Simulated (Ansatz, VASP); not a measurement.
One calculation of ZnCu, two programs

INCAR

```
SYSTEM = ZnCu
  PREC = Accurate
  ENCUT = 520
  EDIFF = 1E-6
  ISMEAR = 0
  SIGMA = 0.1
  LREAL = .FALSE.
  LASPH = .TRUE.
  NELM = 100
  ALGO = Normal
  ISIF = 2
  LWAVE = .FALSE.
  LCHARG = .FALSE.
  NBANDS = 18
```

Contents of KPOINTS:

```
Automatic mesh
0
G
  14 14 14
  0 0 0
```

POSCAR

```
ZnCu
1.0
    3.0829143500      0.0000000000      0.0000000000
    0.0000000000      3.0829143500      0.0000000000
    0.0000000000      0.0000000000      3.0829143500
Zn Cu
1 1
Direct
    0.5000000000      0.5000000000      0.5000000000
    0.0000000000      0.0000000000      0.0000000000
```

Input for Ansatz:

```yaml
crystal:
  lattice:
    - [3.08291435, 0.0, 0.0]
    - [0.0, 3.08291435, 0.0]
    - [0.0, 0.0, 3.08291435]
  atoms:
    - { symbol: Zn, position: [0.5, 0.5, 0.5] }
    - { symbol: Cu, position: [0.0, 0.0, 0.0] }
basis:
  ecutwfc: 420
kpoints:
  mp_grid: { grid: [14, 14, 14] }
hamiltonian:
  xc: lda
scf:
  occupations: { method: gaussian, width: 0.1 }
output:
  forces: true
  stress: true
  eigenvalues: true
```

Alike in both runs: task single point; functional LDA; k mesh 14 × 14 × 14; occupations gaussian, width 0.1 eV; no spin polarisation.

```csv
,VASP,Ansatz
version,VASP 6.6.1,Ansatz 0.2.0
potentials or method,"VASP PAW LDA potentials, release 64 (Zn, Cu)","scalar-relativistic, plane waves, PAW"
plane-wave cutoff (eV),520,420
valence electrons in the cell,23,31
```

|  | VASP | Ansatz | Ansatz less VASP |
| --- | --- | --- | --- |
| gap on the k mesh at the Fermi level (eV) | none | none | - |
| pressure (GPa) | -18.8 | -19.4 | -0.63 |

A gap of «none» marks a metal or a gap that the smearing closes. The two sets of potentials don't hold the same shells in valence.

Caveats: so large a pressure means that the cell lies far from this level's equilibrium, or that cutoff or potentials fall short (VASP).
